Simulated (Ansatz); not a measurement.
# ZrSe2 (P-3m1) in Ansatz: notebook

One crystal, ZrSe2, is run at these levels: PBE; tasks: single point, equation of state.

All numbers are computed with Ansatz 0.2.0; they aren't measurements. Logs are shortened: lines on timing, memory, paths and dates and some standing lists are left out, and cuts for length are marked.

### Step 1. The structure

It takes space group P-3m1 (No. 164, trigonal). The conventional cell has a = 3.798 Å, b = 3.798 Å, c = 6.192 Å, α = 90.00°, β = 90.00°, γ = 120.00°. Zr (site symmetry -3m) is surrounded by 6 Se at 2.68 Å. Se (site symmetry 3m) has 3 Zr at 2.68 Å as nearest neighbours.

### Step 2. Single point, PBE, 24.24 Å³/atom (volume scaled by 0.94)

The input, input.yaml:

```yaml
crystal:
  lattice:
    - [3.7204680409, 0.0, 0.0]
    - [-1.8602340205, 3.2220198374, 0.0]
    - [0.0, 0.0, 6.0655971852]
  atoms:
    - { symbol: Zr, position: [0.0, 0.0, 0.0] }
    - { symbol: Se, position: [0.6666666667, 0.3333333333, 0.75] }
    - { symbol: Se, position: [0.3333333333, 0.6666666667, 0.25] }
hamiltonian:
  xc: pbe
  pseudopotentials: { kind: nc, accuracy: standard }
kpoints:
  mp_grid: { grid: [8, 8, 5] }
scf:
  occupations: { method: fermi_dirac, width: 0.05 }
output:
  forces: true
  stress: true
  eigenvalues: true
```

Potentials or basis: PseudoDojo standard (PBE files).

The run is started by

```bash
$ ansatz run input.yaml --threads 2 --pin off --max-ram 5120MiB --backend cpu --events-out ev --progress --plain --runs-dir out
```

Log:

```text
Warning: RAYON_NUM_THREADS=2 ignored (pool sized by the plan → 2); use --threads N
Engine: ansatz 0.2.0, x86_64-unknown-linux-gnu
Pseudopotentials: kind: nc
Pseudopotential: Zr, nc, valence charge 12, recommended cutoff 897.975746 eV (normal), Zr.nc.azcp (PseudoDojo's, or run here from an input of PseudoDojo's; its table is named by hamiltonian.pseudopotentials.accuracy)
Pseudopotential: Se, nc, valence charge 16, recommended cutoff 1170.089609 eV (normal), Se.nc.azcp (PseudoDojo's, or run here from an input of PseudoDojo's; its table is named by hamiltonian.pseudopotentials.accuracy)
Functional definition: PBE
  parameter kappa = 0.804
  parameter beta = 0.06672455060314922
  exchange = pbe_x(kappa = kappa, mu = beta*pi^2/3)
  correlation = pbe_c(beta = beta)
Crystal: 3 atoms, lattice volume = 72.711 Å³
Basis set: ecut = 1170.089609 eV, 6627 PW (Γ), exchange–correlation on 90×90×144 points (8 copies of the dense FFT grid, shifted against one another)
Bands: 27, of which v1, the nominal top of the filled ones, is band 22 counted from 1 (21 counted from 0)
Symmetry: 12 space group operations
Space group: P-3m1 (ITA 164), of the structure as read, at distance tolerance 4.2e-5 Å
k-points: 40 of 320
Non-local potential: Zr, projectors of the file, l = 0: 2, l = 1: 2, l = 2: 2
Non-local potential: Se, projectors of the file, l = 0: 2, l = 1: 2, l = 2: 2
Initial density: superposition of atomic densities (chi_scale 0.1, normalization cell, long waves kept (reshape's long-wave potential 0.06 eV rms))
Initial wavefunctions: pseudopotential atomic-orbital guess
Functional: x = pbe(κ = 0.804, μ = 0.2195149727645171), c = pbe(β = 0.06672455060314922)
SCF iter   1: F=—  HF=-7983.006153 eV  |F-HF|=—  |Δ(HF+E_count)|=         —  Δρ=9.56e-2  dr2=2.45e1  ethr=3.10e-3  ⟨swp⟩=7.3  Hψ=5084  notcnv=0
preconditioner: auto → LDOS  [metal: Δε(μ)=0.071 eV  Ē_g=7.253 eV  σ=0.050 eV  W_gap=0.31  n_scr=22 (ndim 8)  ℏωp=17.4 eV  f_vac=0.020  D(μ)=1.85/eV (n_scr^D=10)  β→1.0]
SCF iter   2: F=—  HF=-7979.557926 eV  |F-HF|=—  |Δ(HF+E_count)|=    3.45e0  Δρ=2.94e-2  dr2=8.41e-1  ethr=3.10e-3  ⟨swp⟩=5.2  Hψ=3240  notcnv=0
preconditioner: auto → Resta (q_TF=auto, 2.509 Å⁻¹)  ε∞=5.2  [insulator: Δε(μ)=0.562 eV  Ē_g=8.539 eV  σ=0.050 eV  W_gap=0.99  n_scr=22 (ndim 8)  ℏωp=17.4 eV  f_vac=0.055  D(μ)=0.00/eV (n_scr^D=0)  ε∞_Penn≈5.2  β→0.5]
SCF iter   3: F=—  HF=-7979.375720 eV  |F-HF|=—  |Δ(HF+E_count)|=   1.82e-1  Δρ=1.05e-2  dr2=9.07e-2  ethr=1.91e-3  ⟨swp⟩=3.2  Hψ=1709  notcnv=0  defer=1
SCF iter   4: F=—  HF=-7979.363599 eV  |F-HF|=—  |Δ(HF+E_count)|=   1.21e-2  Δρ=1.99e-3  dr2=5.22e-3  ethr=2.06e-4  ⟨swp⟩=3.0  Hψ=1770  notcnv=0  defer=1
SCF iter   5: F=—  HF=-7979.363866 eV  |F-HF|=—  |Δ(HF+E_count)|=   2.67e-4  Δρ=6.87e-4  dr2=6.78e-4  ethr=1.19e-5  ⟨swp⟩=2.8  Hψ=1810  notcnv=0  defer=1
SCF iter   6: F=—  HF=-7979.363870 eV  |F-HF|=—  |Δ(HF+E_count)|=   4.02e-6  Δρ=1.85e-4  dr2=2.53e-5  ethr=1.54e-6  ⟨swp⟩=2.1  Hψ=1464  notcnv=0  defer=1
SCF iter   7: F=—  HF=-7979.364054 eV  |F-HF|=—  |Δ(HF+E_count)|=   1.85e-4  Δρ=4.50e-5  dr2=1.83e-6  ethr=5.75e-8  ⟨swp⟩=2.2  Hψ=1878  notcnv=0  defer=1
SCF iter   8: F=—  HF=-7979.364057 eV  |F-HF|=—  |Δ(HF+E_count)|=   2.44e-6  Δρ=1.25e-5  dr2=1.70e-7  ethr=4.16e-9  ⟨swp⟩=2.0  Hψ=1398  notcnv=0  defer=1
SCF iter   9: F=-7979.364057 eV  HF=-7979.364057 eV  |F-HF|=3.21e-9  |Δ(HF+E_count)|=   3.22e-7  Δρ=3.32e-6  dr2=1.26e-8  ethr=2.27e-10  ⟨swp⟩=8.2  Hψ=5506  notcnv=0
SCF 1 converged in 9 iterations: F = -7979.364057 eV  dr2 = 1.26e-8
SCF converged after 9 iterations
Free energy (F): -7979.364057 eV
Harris-Foulkes:  -7979.364057 eV  (|F-HF|=3.21e-9)
Internal energy: -7979.363281 eV  (E = F + TS)
E sigma→0 (E₀):  -7979.363669 eV
Entropy (-TS):   -0.000776 eV (-0.259 meV/atom)
Fermi energy:    10.183216 eV
--- Per-component energies (eV) ---
  E_band       = -845.451838
  E_kinetic    = 4659.075497
  E_local      = -6173.227452  (includes V_loc(G=0)·N_el)
  E_nonlocal   = -2741.354367
  E_hartree    = 2281.936403
  E_xc         = -1592.397350
  E_vxc        = -1153.819690  (∫ρ·V_xc dr)
  E_ewald      = -4413.396013
  E_smearing   = -0.000776  (= −TS)
  E_closure    = -0.000000  (closes the sum)
  Σ components = -7979.364057   (vs F -7979.364057, Δ=0.00e0)
--- Forces (eV/Å), atoms counted from 1 ---
  atom   1  Zr    -0.00000000    -0.00000000     0.00000000
  atom   2  Se     0.00000000     0.00000000    -1.02376440
  atom   3  Se    -0.00000000    -0.00000000     1.02376440
  max |Σ_I F_I| component: 1.58e-30 eV/Å
--- Stress (GPa, compression-positive) ---
        7.352724       0.000000       0.000000
        0.000000       7.352724       0.000000
        0.000000       0.000000       8.594704
  P = ⅓ Tr σ = 7.7667 GPa (77.667 kbar)
--- Band table (eV; the first three rows and the last of 40) ---
  k-point 0: bands = ["-39.2930", "-37.0535", "-37.0535", "-37.0534", "-37.0534", "-37.0414", "-37.0414", "-37.0410", "-37.0410", "-37.0378", "-37.0375", "-17.4008", "-17.2593", "-17.2593", "-3.5151", "-2.0672", "5.0139", "7.0833", "7.0833", "9.9923", "9.9923", "10.0258", "11.0578", "11.0578", "11.6362", "14.5992", "14.5992"]
  k-point 1: bands = ["-39.2930", "-37.0536", "-37.0536", "-37.0533", "-37.0533", "-37.0414", "-37.0414", "-37.0409", "-37.0409", "-37.0377", "-37.0375", "-17.4010", "-17.2593", "-17.2593", "-3.4349", "-2.1978", "5.3244", "7.1001", "7.1001", "9.2315", "9.9269", "9.9269", "11.0468", "11.0468", "11.9333", "14.7521", "14.7521"]
  k-point 2: bands = ["-39.2930", "-37.0538", "-37.0538", "-37.0531", "-37.0531", "-37.0414", "-37.0414", "-37.0409", "-37.0409", "-37.0377", "-37.0376", "-17.4013", "-17.2593", "-17.2593", "-3.2591", "-2.4514", "6.0531", "7.1282", "7.1282", "8.0329", "9.8247", "9.8247", "11.0281", "11.0281", "12.1250", "15.0160", "15.0160"]
  k-point 39: bands = ["-39.2792", "-37.0535", "-37.0532", "-37.0531", "-37.0479", "-37.0411", "-37.0411", "-37.0409", "-37.0408", "-37.0371", "-37.0371", "-17.4557", "-17.3884", "-17.3336", "-2.2744", "-2.0834", "5.7164", "6.0761", "6.8233", "7.4388", "7.7894", "8.1807", "11.5557", "12.4260", "12.5461", "14.6151", "15.5583"]
```

Wall time 5.6 s (2 threads of Intel Xeon at 2.60GHz (Ice Lake), shared host); peak memory 0.64 GiB.

What came out:

- Free energy: -7979.3641 eV
- Pressure: 7.8 GPa
- Largest force: 1.024 eV/Å
- Band gap on the k mesh: 0.33 eV, indirect (least direct gap 1.03 eV)

Caveat: odd divisions of the mesh miss points on the zone boundary, where band edges often lie, so the gap on the mesh can be too wide; this functional lacks dispersion, which binds the layers, so the pressure and a relaxed spacing across them are unreliable; forces of over 1 eV/Å show positions far from the minimum, so gaps and moduli don't describe the material at rest.

### Step 3. Single point, PBE, 24.75 Å³/atom (volume scaled by 0.96)

input.yaml: that of step 2 with these lines changed.

```diff
@@ -2,5 +2,5 @@
   lattice:
-    - [3.7204680409, 0.0, 0.0]
-    - [-1.8602340205, 3.2220198374, 0.0]
-    - [0.0, 0.0, 6.0655971852]
+    - [3.7466693833, 0.0, 0.0]
+    - [-1.8733346917, 3.2447108656, 0.0]
+    - [0.0, 0.0, 6.1083140657]
   atoms:
```

Potentials or basis: PseudoDojo standard (PBE files).

The run is started by

```bash
$ ansatz run input.yaml --threads 2 --pin off --max-ram 5120MiB --backend cpu --events-out ev --progress --plain --runs-dir out
```

It took 5.7 s on 2 threads of Intel Xeon at 2.60GHz (Ice Lake), shared host; peak memory 0.64 GiB.

It converged, with:

```
Free energy            : -7979.4286 eV
Pressure               : 5.6 GPa
Largest force          : 0.760 eV/Å
Band gap on the k mesh : 0.36 eV, indirect (least direct gap 1.04 eV)
```

Caveat: odd divisions of the mesh miss points on the zone boundary, where band edges often lie, so the gap on the mesh can be too wide; this functional lacks dispersion, which binds the layers, so the pressure and a relaxed spacing across them are unreliable.

### Step 4. Single point, PBE, 25.27 Å³/atom (volume scaled by 0.98)

input.yaml: that of step 3 with these lines changed.

```diff
@@ -2,5 +2,5 @@
   lattice:
-    - [3.7466693833, 0.0, 0.0]
-    - [-1.8733346917, 3.2447108656, 0.0]
-    - [0.0, 0.0, 6.1083140657]
+    - [3.7725092991, 0.0, 0.0]
+    - [-1.8862546495, 3.267088889, 0.0]
+    - [0.0, 0.0, 6.1504417008]
   atoms:
```

The run is started by

```bash
$ ansatz run input.yaml --threads 2 --pin off --max-ram 5120MiB --backend cpu --events-out ev --progress --plain --runs-dir out
```

Wall time 5.9 s (2 threads of Intel Xeon at 2.60GHz (Ice Lake), shared host); peak memory 0.65 GiB.

It converged, with:

| Item | Value |
| --- | --- |
| Free energy | -7979.4736 eV |
| Pressure | 3.7 GPa |
| Largest force | 0.516 eV/Å |
| Band gap on the k mesh | 0.38 eV, indirect (least direct gap 1.04 eV) |

Caveat: odd divisions of the mesh miss points on the zone boundary, where band edges often lie, so the gap on the mesh can be too wide; this functional lacks dispersion, which binds the layers, so the pressure and a relaxed spacing across them are unreliable.

### Step 5. Single point, PBE, 25.78 Å³/atom

input.yaml: that of step 4 with these lines changed.

```diff
@@ -2,5 +2,5 @@
   lattice:
-    - [3.7725092991, 0.0, 0.0]
-    - [-1.8862546495, 3.267088889, 0.0]
-    - [0.0, 0.0, 6.1504417008]
+    - [3.798, 0.0, 0.0]
+    - [-1.899, 3.2891644836, 0.0]
+    - [0.0, 0.0, 6.192]
   atoms:
@@ -20 +20,5 @@
   eigenvalues: true
+  write_density: true
+  write_potential: true
+  elf: true
+  volumetric_format: npy
```

The run is started by

```bash
$ ansatz run input.yaml --threads 2 --pin off --max-ram 5120MiB --backend cpu --events-out ev --progress --plain --runs-dir out
```

It took 7.7 s on 2 threads of Intel Xeon at 2.60GHz (Ice Lake), shared host; peak memory 0.66 GiB.

Results (log left out):

```
Free energy            : -7979.5009 eV
Pressure               : 2.0 GPa
Largest force          : 0.288 eV/Å
Band gap on the k mesh : 0.40 eV, indirect (least direct gap 1.05 eV)
```

Caveat: odd divisions of the mesh miss points on the zone boundary, where band edges often lie, so the gap on the mesh can be too wide; this functional lacks dispersion, which binds the layers, so the pressure and a relaxed spacing across them are unreliable.

### Step 6. Single point, PBE, 26.30 Å³/atom (volume scaled by 1.02)

input.yaml: that of step 5 with these lines changed.

```diff
@@ -2,5 +2,5 @@
   lattice:
-    - [3.798, 0.0, 0.0]
-    - [-1.899, 3.2891644836, 0.0]
-    - [0.0, 0.0, 6.192]
+    - [3.8231530509, 0.0, 0.0]
+    - [-1.9115765255, 3.3109476647, 0.0]
+    - [0.0, 0.0, 6.2330078176]
   atoms:
@@ -20,5 +20 @@
   eigenvalues: true
-  write_density: true
-  write_potential: true
-  elf: true
-  volumetric_format: npy
```

Potentials or basis: PseudoDojo standard (PBE files).

The run is started by

```bash
$ ansatz run input.yaml --threads 2 --pin off --max-ram 5120MiB --backend cpu --events-out ev --progress --plain --runs-dir out
```

It took 6.3 s on 2 threads of Intel Xeon at 2.60GHz (Ice Lake), shared host; peak memory 0.66 GiB.

The run converged. Its results:

```yaml
Free_energy: -7979.5123 eV
Pressure: 0.4 GPa
Largest_force: 0.076 eV/Å
Band_gap_on_the_k_mesh: 0.43 eV, indirect (least direct gap 1.05 eV)
```

Caveat: odd divisions of the mesh miss points on the zone boundary, where band edges often lie, so the gap on the mesh can be too wide; this functional lacks dispersion, which binds the layers, so the pressure and a relaxed spacing across them are unreliable.

### Step 7. Single point, PBE, 26.82 Å³/atom (volume scaled by 1.04)

input.yaml: that of step 6 with these lines changed.

```diff
@@ -2,5 +2,5 @@
   lattice:
-    - [3.8231530509, 0.0, 0.0]
-    - [-1.9115765255, 3.3109476647, 0.0]
-    - [0.0, 0.0, 6.2330078176]
+    - [3.8479794157, 0.0, 0.0]
+    - [-1.9239897079, 3.3324479273, 0.0]
+    - [0.0, 0.0, 6.2734830285]
   atoms:
@@ -20 +20,5 @@
   eigenvalues: true
+  write_density: true
+  write_potential: true
+  elf: true
+  volumetric_format: npy
```

The run is started by

```bash
$ ansatz run input.yaml --threads 2 --pin off --max-ram 5120MiB --backend cpu --events-out ev --progress --plain --runs-dir out
```

Run time: 8.2 s. Hardware: 2 threads of Intel Xeon at 2.60GHz (Ice Lake), shared host; peak memory 0.68 GiB.

Results (log left out):

```yaml
Free_energy: -7979.5091 eV
Pressure: -1.0 GPa
Largest_force: 0.120 eV/Å
Band_gap_on_the_k_mesh: 0.45 eV, indirect (least direct gap 1.05 eV)
```

Caveat: odd divisions of the mesh miss points on the zone boundary, where band edges often lie, so the gap on the mesh can be too wide; this functional lacks dispersion, which binds the layers, so the pressure and a relaxed spacing across them are unreliable.

### Step 8. Single point, PBE, 27.33 Å³/atom (volume scaled by 1.06)

input.yaml: that of step 7 with these lines changed.

```diff
@@ -2,5 +2,5 @@
   lattice:
-    - [3.8479794157, 0.0, 0.0]
-    - [-1.9239897079, 3.3324479273, 0.0]
-    - [0.0, 0.0, 6.2734830285]
+    - [3.8724894996, 0.0, 0.0]
+    - [-1.9362447498, 3.3536742825, 0.0]
+    - [0.0, 0.0, 6.3134425964]
   atoms:
```

The run is started by

```bash
$ ansatz run input.yaml --threads 2 --pin off --max-ram 5120MiB --backend cpu --events-out ev --progress --plain --runs-dir out
```

It took 8.2 s on 2 threads of Intel Xeon at 2.60GHz (Ice Lake), shared host; peak memory 0.69 GiB.

The run converged. Its results:

- Free energy: -7979.4928 eV
- Pressure: -2.3 GPa
- Largest force: 0.304 eV/Å
- Band gap on the k mesh: 0.46 eV, indirect (least direct gap 1.05 eV)

Caveat: odd divisions of the mesh miss points on the zone boundary, where band edges often lie, so the gap on the mesh can be too wide; this functional lacks dispersion, which binds the layers, so the pressure and a relaxed spacing across them are unreliable.

### Step 9. Equation of state, PBE

Potentials or basis: PseudoDojo standard.

This step only gathers the single runs of the series.

Results:

* Equilibrium volume: 26.44 Å³/atom
* Bulk modulus at fixed shape and positions: 75 GPa
* Pressure derivative of the bulk modulus: 4.1

Energy against volume, from the lowest point:
| volume (Å³/atom) | energy (meV/atom) |
| --- | --- |
| 24.237 | 49.40 |
| 24.753 | 27.89 |
| 25.268 | 12.88 |
| 25.784 | 3.77 |
| 26.300 | 0.00 |
| 26.815 | 1.05 |
| 27.331 | 6.47 |

Caveat: the cell was scaled at fixed shape and fractional positions, which overstates the stiffness of a crystal with free parameters, most of all of layers and chains; this functional lacks dispersion, which binds the layers, so the pressure and a relaxed spacing across them are unreliable.
